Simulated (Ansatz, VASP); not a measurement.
# Two plane-wave programs on HfO2

```
Hf O
1.0
     0.00000    2.61253    2.42137
     2.61253    0.00000    2.42137
     2.61253    2.61253    0.00000
Hf O
1 2
Direct
  0.00000 0.00000 0.00000
  0.25000 0.25000 0.25000
  0.75000 0.75000 0.75000
```

Change from the starting cell: strain +0.025 along x and y, -0.050 along z, atoms carried along.

Alike in both runs: task single point; functional PBE; k mesh 8 × 8 × 8; occupations gaussian, width 0.05 eV; no spin polarisation.

|  | VASP | Ansatz |
| --- | --- | --- |
| version | VASP 6.6.1 | Ansatz 0.2.0 |
| potentials or method | VASP PAW PBE potentials, release 64 (Hf_pv, O) | scalar-relativistic, plane waves, PAW |
| plane-wave cutoff (eV) | 520 | 420 |
| valence electrons in the cell | 22 | 38 |

|  | VASP | Ansatz | Ansatz less VASP |
| --- | --- | --- | --- |
| gap on the k mesh at the Fermi level (eV) | 2.82 | 2.84 | +0.015 |
| least direct gap on the mesh (eV) | 3.08 | 3.08 | +0.002 |
| pressure (GPa) | -2.9 | 0.7 | +3.61 |
| largest component of the traceless stress (GPa) | 23.24 | 22.84 | -0.398 |

The two sets of potentials don't hold the same shells in valence.

Caveats: spin-orbit coupling is left out, which moves the levels of the heavy elements. A k mesh can miss the band edges.
